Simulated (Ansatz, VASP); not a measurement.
**NaCl in two plane-wave programs**

One calculation is typed for both programs; each brings its own data sets and cutoff. How far apart do they land?

Method: plane waves, with VASP 6.6.1 beside it; single point at PBEsol, in Ansatz 0.2.0.

The database entry behind the starting cell differs from later determinations by our own check (an axis about 0.4 % short against later determinations), so it need not match the best structure at ambient conditions.

### Step 1. Starting point

The structure is cubic, space group Fm-3m (No. 225). Conventional cell: a = 5.620 Å, b = 5.620 Å, c = 5.620 Å, α = 90.00°, β = 90.00°, γ = 90.00°. Nearest to Cl lie 6 Na at 2.81 Å. Nearest to Na lie 6 Cl at 2.81 Å. Farther neighbours and most contacts between anions are not listed.

### Step 2. Ansatz: single point, PBEsol

Ansatz runs on its default PAW (the set named soft_2) files.

With cell and atoms fixed, the geometry can't cause a difference; cores, projectors, grids and the points listed under the comparison can.

Input file input.yaml:

```yaml
crystal:
  lattice:
    - [0.0, 2.81, 2.81]
    - [2.81, 0.0, 2.81]
    - [2.81, 2.81, 0.0]
  atoms:
    - { symbol: Cl, position: [0.5, 0.5, 0.5] }
    - { symbol: Na, position: [0.0, 0.0, 0.0] }
hamiltonian:
  xc: pbesol
  pseudopotentials: { kind: paw }
kpoints:
  mp_grid: { grid: [6, 6, 6] }
scf:
  occupations: { method: gaussian, width: 0.05 }
  n_extra_bands: 4
output:
  forces: true
  stress: true
  eigenvalues: true
  write_density: true
  write_potential: true
  elf: true
  volumetric_format: npy
```

Started as:

```sh
$ ansatz run input.yaml --threads 2 --pin off --max-ram 4608MiB --backend cpu --events-out ev --progress --plain --runs-dir out
```

Numbers of over 12 decimals in the logs are rounded to 6 here.

What it wrote:

```text
scf.n_extra_bands = 4 over 8 filled bands (N_el = 16.0): the run solves 12 bands
Engine: ansatz 0.2.0, aarch64-unknown-linux-gnu
Pseudopotentials: kind: paw
Pseudopotential: Cl, paw, valence charge 7, recommended cutoff 420 eV (normal), Cl.paw.azcp
Pseudopotential: Na, paw, valence charge 9, recommended cutoff 420 eV (normal), Na.paw.azcp
Functional definition: PBEsol
  exchange = pbesol_x
  correlation = pbesol_c
Crystal: 2 atoms, lattice volume = 44.376 Å³
Basis set: ecut = 420 eV, 893 PW (Γ), exchange–correlation on 54×54×54 points (8 copies of the dense FFT grid, shifted against one another)
Bands: 12, of which v1, the nominal top of the filled ones, is band 8 counted from 1 (7 counted from 0)
Symmetry: 48 space group operations
Space group: Fm-3m (ITA 225), of the structure as read, at distance tolerance 3.5e-5 Å
k-points: 16 of 216
Non-local potential: Cl, projectors of the file, l = 0: 2, l = 1: 2, l = 2: 2
Non-local potential: Na, projectors of the file, l = 0: 3, l = 1: 2, l = 2: 1
PAW form: soft (Blöchl's): semilocal exchange-correlation on the pseudo side does not see the compensation charge
PAW frozen core: Cl, regenerated for the run's functional, and the local potential with it (the file was generated under x = pbe(κ = 0.804, μ = 0.219515), c = pbe(β = 0.066725))
PAW frozen core: Na, regenerated for the run's functional, and the local potential with it (the file was generated under x = pbe(κ = 0.804, μ = 0.219515), c = pbe(β = 0.066725))
PAW one-centre angular grid: Cl, 110 points (default); XC on 64 Gauss nodes
PAW one-centre angular grid: Na, 110 points (default); XC on 64 Gauss nodes
Initial density: superposition of atomic densities (neutral atoms: chi_scale 0, normalization atom), corrected by the library's trained network
Initial wavefunctions: pseudopotential atomic-orbital guess
Functional: x = pbesol(κ = 0.804, μ = 0.123457), c = pbesol(β = 0.046)
SCF iter   1: F=—  HF=-2540.289168 eV  |F-HF|=—  |Δ(HF+E_count)|=         —  Δρ=2.87e-3  dr2=3.90e-3  ethr=1.77e-3  ⟨swp⟩=5.6  Hψ=1116  notcnv=0
preconditioner: auto → none  [insulator: Δε(μ)=4.919 eV  Ē_g=20.728 eV  σ=0.050 eV  W_gap=1.00  n_scr=14 (ndim 8)  ℏωp=20.9 eV  f_vac=0.032  D(μ)=0.00/eV (n_scr^D=0)  ε∞_Penn≈2.0]
SCF iter   2: F=—  HF=-2540.286473 eV  |F-HF|=—  |Δ(HF+E_count)|=   2.69e-3  Δρ=1.20e-3  dr2=8.45e-4  ethr=2.44e-5  ⟨swp⟩=2.8  Hψ=434  notcnv=0
SCF iter   3: F=—  HF=-2540.286420 eV  |F-HF|=—  |Δ(HF+E_count)|=   5.39e-5  Δρ=7.86e-4  dr2=3.74e-4  ethr=5.28e-6  ⟨swp⟩=2.0  Hψ=256  notcnv=0
SCF iter   4: F=—  HF=-2540.286288 eV  |F-HF|=—  |Δ(HF+E_count)|=   1.31e-4  Δρ=1.81e-4  dr2=1.49e-5  ethr=2.34e-6  ⟨swp⟩=2.0  Hψ=240  notcnv=0
SCF iter   5: F=—  HF=-2540.286310 eV  |F-HF|=—  |Δ(HF+E_count)|=   2.17e-5  Δρ=3.81e-5  dr2=1.17e-6  ethr=9.32e-8  ⟨swp⟩=2.0  Hψ=256  notcnv=0
SCF iter   6: F=-2540.286310 eV  HF=-2540.286310 eV  |F-HF|=2.06e-8  |Δ(HF+E_count)|=   2.21e-7  Δρ=8.08e-6  dr2=5.10e-8  ethr=6.25e-10  ⟨swp⟩=6.0  Hψ=1038  notcnv=0
SCF 1 converged in 6 iterations: F = -2540.286310 eV  dr2 = 5.10e-8
  greatest PAW one-centre occupation: 0.999 electrons in one spin orbital (limit 2), on the Na atom at site 1 (counted from 0), in its partial waves of l = 0
SCF converged after 6 iterations
Free energy (F): -2540.286310 eV
Harris-Foulkes:  -2540.286310 eV  (|F-HF|=2.06e-8)
Internal energy: -2540.286310 eV  (E = F + TS)
E sigma→0 (E₀):  -2540.286310 eV
Fermi energy:    3.616821 eV
--- Per-component energies (eV) ---
  E_band       = -232.669000
  E_kinetic    = 282.526345
  E_local      = -1524.121781  (includes V_loc(G=0)·N_el)
  E_nonlocal   = 144.804630
  E_hartree    = 536.134483
  E_xc         = -144.955524
  E_vxc        = -171.795776  (∫ρ·V_xc dr)
  E_paw        = -895.322509  (= ΣΔE_a)
  E_vpaw       = -36.353487  (= ΣTr[D̂ρ^β])
  E_aug_tail   = 0.000077  (compensation charges beyond the density's cutoff)
  E_ewald      = -939.485157
  E_core_change = 0.133126  (= ΣΔE_core)
  E_smearing   = -0.000000  (= −TS)
  E_closure    = -0.000000  (closes the sum)
  Σ components = -2540.286310   (vs F -2540.286310, Δ=0.00e0)
--- Forces (eV/Å), atoms counted from 1 ---
  atom   1  Cl     0.00000000    -0.00000000     0.00000000
  atom   2  Na    -0.00000000     0.00000000     0.00000000
  max |Σ_I F_I| component: 7.15e-30 eV/Å
--- Stress (GPa, compression-positive) ---
       -0.241767      -0.000000       0.000000
        0.000000      -0.241767       0.000000
        0.000000       0.000000      -0.241767
  P = ⅓ Tr σ = -0.2418 GPa (-2.418 kbar)
--- Band table (eV; the first three rows and the last of 16) ---
  k-point 0: bands = [... 4 lower, -11.5362, 1.1292, 1.1292, 1.1292, 6.1039, 12.0356, 12.0356, 12.0356]
  k-point 1: bands = [... 4 lower, -11.4517, 0.5005, 1.0571, 1.0571, 6.9329, 11.2531, 12.3215, 12.3215]
  k-point 2: bands = [... 4 lower, -11.2752, -0.4637, 0.9199, 0.9199, 8.0241, 11.0896, 12.1491, 12.1491]
  k-point 15: bands = [... 4 lower, -11.1199, -0.3678, 0.1793, 0.3862, 9.4345, 9.8171, 11.4826, 13.0727]
```

The job ended after 0.77 s (2 threads of Arm Neoverse V2, shared host; peak memory 0.26 GiB; 0.95 s of CPU time).

The column dr2 measures how far the density is from self-consistency, as an energy; F and HF (Harris–Foulkes) agree once it is small.

The run ends at a pressure of -0.24 GPa.

### Step 3. VASP: single point, PBEsol

The same cell, functional, mesh and smearing now go to VASP, with its own data sets and cutoff.

Lines of VASP's logs that name or quote its potential files are left out, and so is its time.

Input file INCAR:

```
SYSTEM = NaCl
PREC = Accurate
ENCUT = 400
EDIFF = 1E-05
NELM = 100
ISMEAR = 0
SIGMA = 0.05
LREAL = .FALSE.
ALGO = Normal
GGA = PS
NBANDS = 13
LORBIT = 11
LWAVE = .FALSE.
LCHARG = .FALSE.
KPAR = 4
```

Input file POSCAR:

```
NaCl
1.0
    0.0000000000      2.8100000000      2.8100000000
    2.8100000000      0.0000000000      2.8100000000
    2.8100000000      2.8100000000      0.0000000000
Cl Na
1 1
Direct
    0.5000000000      0.5000000000      0.5000000000
    0.0000000000      0.0000000000      0.0000000000
```

Input file KPOINTS:

```
Automatic mesh
0
Gamma
6 6 6
0 0 0
```

Potentials, in the order of the species: Cl and Na_pv (PBE family, release 64).

Started as:

```sh
$ mpirun -np 4 vasp_std
```

What it wrote:

```text
[banner, memory and clock lines left out]
running    4 mpi-ranks, on    1 nodes
 distrk:  each k-point on    1 cores,    4 groups
 distr:  one band on    1 cores,    1 groups

 POSCAR found type information on POSCAR ClNa
 POSCAR found :  2 types and       2 ions
|                                                                             |
|               ----> ADVICE to this user running VASP <----                  |
|                                                                             |
|     You enforced a specific xc type in the INCAR file but a different       |
|     [... a line on the potential file left out ...]
|     I HOPE YOU KNOW WHAT YOU ARE DOING!                                     |
|                                                                             |

 LDA part: xc-table for (Slater+PW92), standard interpolation
 POSCAR, INCAR and KPOINTS ok, starting setup
 FFT: planning ... GRIDC
 FFT: planning ... GRID_SOFT
 FFT: planning ... GRID
 WAVECAR not read
 entering main loop
       N       E                     dE             d eps       ncg     rms          rms(c)
DAV:   1     0.894366341350E+02    0.89437E+02   -0.64230E+03   424   0.879E+02
DAV:   2    -0.170794152846E+00   -0.89607E+02   -0.82479E+02   464   0.247E+02
DAV:   3    -0.704000860005E+01   -0.68692E+01   -0.68264E+01   536   0.683E+01
DAV:   4    -0.715765057076E+01   -0.11764E+00   -0.11761E+00   466   0.980E+00
DAV:   5    -0.716037904729E+01   -0.27285E-02   -0.27282E-02   529   0.151E+00    0.188E+00
DAV:   6    -0.700483186263E+01    0.15555E+00   -0.26758E-01   486   0.373E+00    0.135E+00
DAV:   7    -0.699438024492E+01    0.10452E-01   -0.63421E-02   566   0.173E+00    0.916E-01
DAV:   8    -0.699790668408E+01   -0.35264E-02   -0.76650E-03   436   0.843E-01    0.267E-01
DAV:   9    -0.699781984951E+01    0.86835E-04   -0.18551E-04   531   0.111E-01    0.172E-01
DAV:  10    -0.699785900687E+01   -0.39157E-04   -0.29057E-04   461   0.111E-01    0.553E-02
DAV:  11    -0.699784946308E+01    0.95438E-05   -0.18638E-05   475   0.328E-02
   1 F= -.69978495E+01 E0= -.69978495E+01  d E =-.293169E-16
```

From OUTCAR (step 3):

```text
ion  position               nearest neighbor table
   1  0.500  0.500  0.500-
   2  0.000  0.000  0.000-

  LATTYP: Found a face centered cubic cell.
 ALAT       =     5.6200000000

 Subroutine GETGRP returns: Found 48 space group operations
 (whereof 48 operations were pure point group operations)

The static configuration has the point symmetry O_h .

 Found     16 irreducible k-points:

   k-points           NKPTS =     16   k-points in BZ     NKDIM =     16   number of bands    NBANDS=     13

   dimension x,y,z NGX =    28 NGY =   28 NGZ =   28
   dimension x,y,z NGXF=    56 NGYF=   56 NGZF=   56

   ENCUT  =  400.0 eV  29.40 Ry    5.42 a.u.   6.48  6.48  6.48*2*pi/ulx,y,z

   NELECT =      14.0000    total number of electrons

 k-points in reciprocal lattice and weights: Automatic mesh
   0.00000000  0.00000000  0.00000000       0.005
   0.16666667  0.00000000  0.00000000       0.037
   0.33333333  0.00000000  0.00000000       0.037
   0.50000000  0.00000000  0.00000000       0.019
   0.16666667  0.16666667  0.00000000       0.028
   0.33333333  0.16666667  0.00000000       0.111
   0.50000000  0.16666667  0.00000000       0.111
  -0.33333333  0.16666667  0.00000000       0.111
  -0.16666667  0.16666667  0.00000000       0.056
[...]
-0.33333333  0.33333333  0.16666667       0.111
  -0.33333333  0.50000000  0.16666667       0.056

 average (electrostatic) potential at core
       1 -93.6344       2 -47.0329

 E-fermi :  -0.4464

 k-point     1 :       0.0000    0.0000    0.0000
  band No.  band energies     occupation
    ...
      3     -21.3531      2.00000
      4     -13.3911      2.00000
      5      -0.7212      2.00000
      6      -0.7212      2.00000
      7      -0.7212      2.00000
      8       4.2463      0.00000
      9      10.2844      0.00000
     10      10.2844      0.00000
     11      10.2844      0.00000
     12      12.5204      0.00000
    ...

 k-point     2 :       0.1667    0.0000    0.0000
  band No.  band energies     occupation
    ...
      3     -21.3537      2.00000
      4     -13.3058      2.00000
      5      -1.3520      2.00000
      6      -0.7934      2.00000
      7      -0.7934      2.00000
      8       5.0771      0.00000
      9       9.4628      0.00000
     10      10.5744      0.00000
     11      10.5744      0.00000
     12      12.1859      0.00000
    ...

 k-point     3 :       0.3333    0.0000    0.0000
  band No.  band energies     occupation
    ...
      3     -21.3548      2.00000
      4     -13.1273      2.00000
      5      -2.3187      2.00000
      6      -0.9309      2.00000
      7      -0.9309      2.00000
      8       6.1773      0.00000
      9       9.2622      0.00000
     10      10.3969      0.00000
     11      10.3969      0.00000
     12      13.2760      0.00000
    ...

  Total       -0.1182897     -0.1182897     -0.1182897      0.0000000      0.0000000      0.0000000
  in kB       -4.2707940     -4.2707940     -4.2707940      0.0000000      0.0000000      0.0000000
  external PRESSURE =      -4.2707940 kB  Pullay stress =       0.0000000 kB

  energy-cutoff  :      400.00
  volume of cell :       44.38
      direct lattice vectors                 reciprocal lattice vectors
     0.000000000  2.810000000  2.810000000    -0.177935943  0.177935943  0.177935943
     2.810000000  0.000000000  2.810000000     0.177935943 -0.177935943  0.177935943
     2.810000000  2.810000000  0.000000000     0.177935943  0.177935943 -0.177935943

 POSITION                                       TOTAL-FORCE (eV/Angst)
 -----------------------------------------------------------------------------------
      2.81000      2.81000      2.81000         0.000000     -0.000000      0.000000
      0.00000      0.00000      0.00000        -0.000000      0.000000     -0.000000
 -----------------------------------------------------------------------------------
    total drift:                                0.000000      0.000000      0.000000

  FREE ENERGIE OF THE ION-ELECTRON SYSTEM (eV)
  ---------------------------------------------------
  free  energy   TOTEN  =        -6.9978494631 eV

  energy  without entropy=       -6.9978494631  energy(sigma->0) =       -6.99784946

 total charge
# of ion       s       p       d       tot
------------------------------------------
    1        1.578   3.553   0.000   5.131
    2        0.044   5.982   0.000   6.026
--------------------------------------------------
tot          1.622   9.535   0.000  11.156

[... 3 further parts left out ...]
```

The run ends at a pressure of -0.43 GPa.

### Step 4. Comparison

Known differences besides the potentials themselves: the data sets hold 16 valence electrons in Ansatz (default PAW (the set named soft_2) files) and 14 in VASP; the cutoff is 420 eV in Ansatz and 400 eV in VASP; Ansatz makes its cores anew for this functional, VASP keeps those of its PBE data sets; VASP leaves aspherical gradient terms in its spheres out (LASPH is not set), Ansatz keeps them. Total energies have different zeros and are not compared.

The two programs side by side:

```csv
quantity,Ansatz,VASP,difference
pressure (GPa),-0.24,-0.43,+0.19
gap on the k mesh (eV),4.975,4.968,+0.007
```

A gap on the mesh is an upper bound, since the band edges may lie between its points.

### Step 5. What the set-up changes

Further runs change the set-up of one program: Ansatz's method, potentials or start, or VASP's data sets, cutoff or form of LDA. The table gives Ansatz less VASP for each quantity, since a change that brings one quantity closer may part another.

```csv
run,pressure (GPa),gap on the k mesh (eV)
as above,0.19,0.0071
Ansatz's all-electron LAPW method,0.19,0.0071
```

### Step 6. What came out

| Property | Result |
| --- | --- |
| difference in gap on the k mesh (single point, PBEsol) | 0.0071 eV |

What this shows: The difference in gap on the k mesh is 0.0071 eV (single point, PBEsol), within the 0.08 eV picked in this series as the mark of a large difference. For single point, PBEsol, no further run moves any of the tabulated differences by more than a quarter of its size. How closely two codes agree says nothing of how well the functional describes the real material.

[Lines on the potential files, build, host, timing and source positions are cut from VASP's logs without a mark.]

[Logs are printed without paths, hosts, clocks, repeated set-up lines and the standing remarks that a program may print on its own settings, such as how far it seeks lower states.]

[Hosts, paths, dates, database ids (printed as entryN), source tags and the programs' standing remarks are cut or masked in the printed files.]
